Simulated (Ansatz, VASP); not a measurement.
## Two plane-wave programs on BN

```
CELL_PARAMETERS angstrom
2.50399 0.00000 0.00000
-1.25200 2.16852 0.00000
0.00000 0.00000 6.66120
ATOMIC_POSITIONS crystal
B 0.37327 0.70660 0.25000
B 0.70660 0.37327 0.75000
N 0.33333 0.66667 0.75000
N 0.66667 0.33333 0.25000
```

Change from the starting cell: all B atoms moved -0.100 Å, as atom 1 towards its neighbour atom 1 (B) at 2.504 Å.

Alike in both runs: task single point; functional PBE; dispersion D3(BJ); k mesh 12 × 12 × 4; occupations gaussian, width 0.05 eV; no spin polarisation.

|  | VASP | Ansatz |
| --- | --- | --- |
| version | VASP 6.6.1 | Ansatz 0.2.0 |
| potentials or method | VASP PAW PBE potentials, release 64 (B, N) | scalar-relativistic, plane waves, PAW |
| plane-wave cutoff (eV) | 520 | 420 |
| valence electrons in the cell | 16 | 16 |

|  | VASP | Ansatz | Ansatz less VASP |
| --- | --- | --- | --- |
| gap on the k mesh at the Fermi level (eV) | 4.13 | 4.14 | +0.007 |
| least direct gap on the mesh (eV) | 4.49 | 4.50 | +0.007 |
| pressure (GPa) | 4.5 | 4.5 | -0.01 |
| largest component of the traceless stress (GPa) | 4.85 | 4.71 | -0.145 |
| rms of the force components (eV/Å) | 2.436 | 2.442 | +0.0068 |

Atom by atom the forces differ by 0.007 eV/Å (rms over components).

Caveats: forces of over 1 eV/Å show positions far from the minimum, so gaps and moduli don't describe the material at rest. A k mesh can miss the band edges.
